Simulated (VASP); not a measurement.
Here is a VASP 6.6.1 calculation.

INCAR

```
SYSTEM = Ag
ALGO = Normal
EDIFF = 1E-6
EDIFFG = -0.01
ENCUT = 600
GGA = RP
IBRION = 2
ISIF = 3
ISMEAR = 1
LASPH = .True.
LCHARG = .False.
LREAL = .False.
LWAVE = .False.
NELM = 80
NSW = 90
PREC = Accurate
SIGMA = 0.1
```

Contents of KPOINTS:

```
k-points
0
Gamma
  16 16 16
  0 0 0
```

File POSCAR:

```
Ag
1.0
    0.0000000000      2.0427500000      2.0427500000
    2.0427500000      0.0000000000      2.0427500000
    2.0427500000      2.0427500000      0.0000000000
Ag
1
Direct
    0.0000000000      0.0000000000      0.0000000000
```

Potentials or basis: VASP PAW PBE potentials, release 64 (Ag).

Run with:

```sh
$ cat potpaw_PBE.64/Ag/POTCAR > POTCAR
$ mpirun -np 1 vasp_std > vasp.out
```

(1) What does it give for the band gap on the k mesh?

(2) Predict the relaxed cell.

(3) Estimate the space group after relaxing (to 0.05 Å).

## Answers

(1) none (metal or under the smearing width).

(2) a = 2.977 Å, b = 2.977 Å, c = 2.977 Å, α = 60.00°, β = 60.00°, γ = 60.00°.

(3) Fm-3m (No. 225).
